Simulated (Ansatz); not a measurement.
Geometry optimisation in Ansatz: input, command and trajectory.

```yaml
crystal:
  lattice:
    - [4.6554394147, 0.0, 0.0]
    - [0.0, 4.6558645767, 0.0]
    - [0.0, 0.0, 3.1682088026]
  atoms:
    - { symbol: Sn, position: [0.5, 0.5, 0.5] }
    - { symbol: Sn, position: [0.0, 0.0, 0.0] }
    - { symbol: O, position: [0.3055293919, 0.3056776635, 0.0] }
    - { symbol: O, position: [0.8055293919, 0.1943223365, 0.5] }
    - { symbol: O, position: [0.1944706081, 0.8056776635, 0.5] }
    - { symbol: O, position: [0.6944706081, 0.6943223365, 0.0] }
basis:
  ecutwfc: 420
kpoints:
  mp_grid: { grid: [6, 6, 8] }
hamiltonian:
  xc: pbe
scf:
  occupations: { method: gaussian, width: 0.02 }
output:
  forces: true
  stress: true
  eigenvalues: true
relax:
  adjacent_minimum: "off"
  f_tol: 0.01
  max_steps: 30
  cell: { stress_tol: 0.1, fix: [volume] }
```

```bash
ansatz run input.yaml --threads 1 --pin off --max-ram 2560MiB --backend cpu --events-out ev --progress --plain --runs-dir out
```

Computed with DFT PBE, scalar-relativistic, plane waves, PAW in Ansatz.

The volume is held at 0.91 times that of the relaxed cell.

Of 8 frames 7 are shown, positions in Å and forces in eV/Å; the SCF threshold varies from step to step. Steps run on the plane waves of an earlier cell, with a Pulay correction in the pressure. The basis is chosen afresh for the last frame, the zero of the energies, and at times for earlier ones too; energy and pressure step there, also at an unchanged geometry.

```xyz
6
Lattice="4.6554 0.0000 0.0000 0.0000 4.6559 0.0000 0.0000 0.0000 3.1682" Properties=species:S:1:pos:R:3:forces:R:3 pbc="T T T" step=1 free_energy_over_end_meV_per_atom=0.36 pressure_GPa=20.65
Sn    2.3277    2.3279    1.5841    0.0000    0.0000    0.0000
Sn    0.0000    0.0000    0.0000    0.0000    0.0000    0.0000
O     1.4224    1.4232    0.0000   -0.0681   -0.0678    0.0000
O     3.7501    0.9047    1.5841   -0.0681    0.0678    0.0000
O     0.9053    3.7511    1.5841    0.0681   -0.0678    0.0000
O     3.2331    3.2327    0.0000    0.0681    0.0678    0.0000
6
Lattice="4.6462 0.0000 0.0000 0.0000 4.6466 0.0000 0.0000 0.0000 3.1808" Properties=species:S:1:pos:R:3:forces:R:3 pbc="T T T" step=2 free_energy_over_end_meV_per_atom=0.05 pressure_GPa=20.43
Sn    2.3231    2.3233    1.5904    0.0000    0.0000    0.0000
Sn    0.0000    0.0000    0.0000    0.0000    0.0000    0.0000
O     1.4201    1.4210    0.0000   -0.0540   -0.0537    0.0000
O     3.7432    0.9023    1.5904   -0.0540    0.0537    0.0000
O     0.9030    3.7443    1.5904    0.0540   -0.0537    0.0000
O     3.2261    3.2256    0.0000    0.0540    0.0537    0.0000
6
Lattice="4.6449 0.0000 0.0000 0.0000 4.6454 0.0000 0.0000 0.0000 3.1825" Properties=species:S:1:pos:R:3:forces:R:3 pbc="T T T" step=3 free_energy_over_end_meV_per_atom=-0.02 pressure_GPa=20.32
Sn    2.3225    2.3227    1.5913    0.0000    0.0000    0.0000
Sn    0.0000    0.0000    0.0000    0.0000    0.0000    0.0000
O     1.4174    1.4184    0.0000    0.0130    0.0133    0.0000
O     3.7399    0.9043    1.5913    0.0130   -0.0133    0.0000
O     0.9050    3.7411    1.5913   -0.0130    0.0133    0.0000
O     3.2275    3.2270    0.0000   -0.0130   -0.0133    0.0000
6
Lattice="4.6447 0.0000 0.0000 0.0000 4.6452 0.0000 0.0000 0.0000 3.1829" Properties=species:S:1:pos:R:3:forces:R:3 pbc="T T T" step=4 free_energy_over_end_meV_per_atom=-0.03 pressure_GPa=20.33
Sn    2.3223    2.3226    1.5914    0.0000    0.0000    0.0000
Sn    0.0000    0.0000    0.0000    0.0000    0.0000    0.0000
O     1.4178    1.4189    0.0000   -0.0002    0.0002    0.0000
O     3.7402    0.9037    1.5914   -0.0002   -0.0002    0.0000
O     0.9045    3.7415    1.5914    0.0002    0.0002    0.0000
O     3.2268    3.2263    0.0000    0.0002   -0.0002    0.0000
6
Lattice="4.6446 0.0000 0.0000 0.0000 4.6452 0.0000 0.0000 0.0000 3.1829" Properties=species:S:1:pos:R:3:forces:R:3 pbc="T T T" step=5 free_energy_over_end_meV_per_atom=-0.03 pressure_GPa=20.33
Sn    2.3223    2.3226    1.5914    0.0000    0.0000    0.0000
Sn    0.0000    0.0000    0.0000    0.0000    0.0000    0.0000
O     1.4178    1.4189    0.0000   -0.0002    0.0002    0.0000
O     3.7401    0.9037    1.5914   -0.0002   -0.0002    0.0000
O     0.9045    3.7415    1.5914    0.0002    0.0002    0.0000
O     3.2269    3.2263    0.0000    0.0002   -0.0002    0.0000
6
Lattice="4.6446 0.0000 0.0000 0.0000 4.6452 0.0000 0.0000 0.0000 3.1829" Properties=species:S:1:pos:R:3:forces:R:3 pbc="T T T" step=6 free_energy_over_end_meV_per_atom=-0.03 pressure_GPa=20.33
Sn    2.3223    2.3226    1.5914    0.0000    0.0000    0.0000
Sn    0.0000    0.0000    0.0000    0.0000    0.0000    0.0000
O     1.4178    1.4189    0.0000   -0.0002    0.0002    0.0000
O     3.7401    0.9037    1.5914   -0.0002   -0.0002    0.0000
O     0.9046    3.7416    1.5914    0.0002    0.0002    0.0000
O     3.2269    3.2263    0.0000    0.0002   -0.0002    0.0000
6
Lattice="4.6444 0.0000 0.0000 0.0000 4.6455 0.0000 0.0000 0.0000 3.1829" Properties=species:S:1:pos:R:3:forces:R:3 pbc="T T T" step=8 free_energy_over_end_meV_per_atom=0.00 pressure_GPa=20.33
Sn    2.3222    2.3227    1.5914    0.0000    0.0000    0.0000
Sn    0.0000    0.0000    0.0000    0.0000    0.0000    0.0000
O     1.4172    1.4195    0.0000   -0.0007    0.0000    0.0000
O     3.7394    0.9032    1.5914   -0.0007    0.0000    0.0000
O     0.9050    3.7422    1.5914    0.0007    0.0000    0.0000
O     3.2272    3.2260    0.0000    0.0007    0.0000    0.0000
```

It took 58 s on 1 thread of Intel(R) Xeon(R) Platinum 8259CL CPU @ 2.50GHz (Skylake/Cascade Lake), with other jobs on the host, peak memory 0.49 GiB.